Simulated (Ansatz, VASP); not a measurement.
## Na2S in VASP and in Ansatz

File INCAR:

```
PREC = Accurate
ENCUT = 600
EDIFF = 1E-6
ISMEAR = 0
SIGMA = 0.01
LREAL = F
LASPH = T
NELM = 100
ALGO = Normal
ISIF = 3
LWAVE = F
LCHARG = F
GGA = PS
IBRION = 2
NSW = 80
EDIFFG = -0.001
```

Contents of KPOINTS:

```
Automatic mesh
0
Gamma
  8 8 8
```

Contents of POSCAR:

```
Na2S
1.0
    0.0000000000      3.2506169154      3.2506169154
    3.2506169154      0.0000000000      3.2506169154
    3.2506169154      3.2506169154      0.0000000000
Na S
2 1
Direct
    0.2500000000      0.2500000000      0.2500000000
    0.7500000000      0.7500000000      0.7500000000
    0.0000000000      0.0000000000      0.0000000000
```

Input for Ansatz:

```yaml
crystal:
  lattice:
    - [0.0, 3.2506168998, 3.2506168998]
    - [3.2506168998, 0.0, 3.2506168998]
    - [3.2506168998, 3.2506168998, 0.0]
  atoms:
    - { symbol: Na, position: [0.25, 0.25, 0.25] }
    - { symbol: Na, position: [0.75, 0.75, 0.75] }
    - { symbol: S, position: [0.0, 0.0, 0.0] }
basis:
  ecutwfc: 420
kpoints:
  mp_grid: { grid: [8, 8, 8] }
hamiltonian:
  xc: pbesol
scf:
  occupations: { method: fixed }
output:
  forces: true
  stress: true
  eigenvalues: true
relax:
  adjacent_minimum: "off"
  f_tol: 0.001
  max_steps: 60
  cell: { stress_tol: 0.01 }
```

Alike in both runs: task relaxation of cell and atoms; functional PBEsol; k mesh 8 × 8 × 8; no spin polarisation.

|  | VASP | Ansatz |
| --- | --- | --- |
| version | VASP 6.6.1 | Ansatz 0.2.0 |
| potentials or method | VASP PAW PBE potentials, release 64 (Na_pv, S) | scalar-relativistic, plane waves, PAW |
| plane-wave cutoff (eV) | 600 | 420 |
| occupations | gaussian, width 0.01 eV | fixed |
| valence electrons in the cell | 20 | 24 |

Ansatz gave:

* gap on the k mesh at the Fermi level, each at its own relaxed structure (eV): 2.43
* relaxed volume (Å³/atom): 22.90
* relaxed cell length with the largest relative difference (Å): 4.597

**Question.** Which values does VASP return?

**Answer.** gap on the k mesh at the Fermi level, each at its own relaxed structure (eV): 2.42; relaxed volume (Å³/atom): 22.95; relaxed cell length with the largest relative difference (Å): 4.601.

The two sets of potentials don't hold the same shells in valence.

Caveats: the PAW data sets were made with another functional, which shifts forces and pressure a little (VASP). A k mesh can miss the band edges.
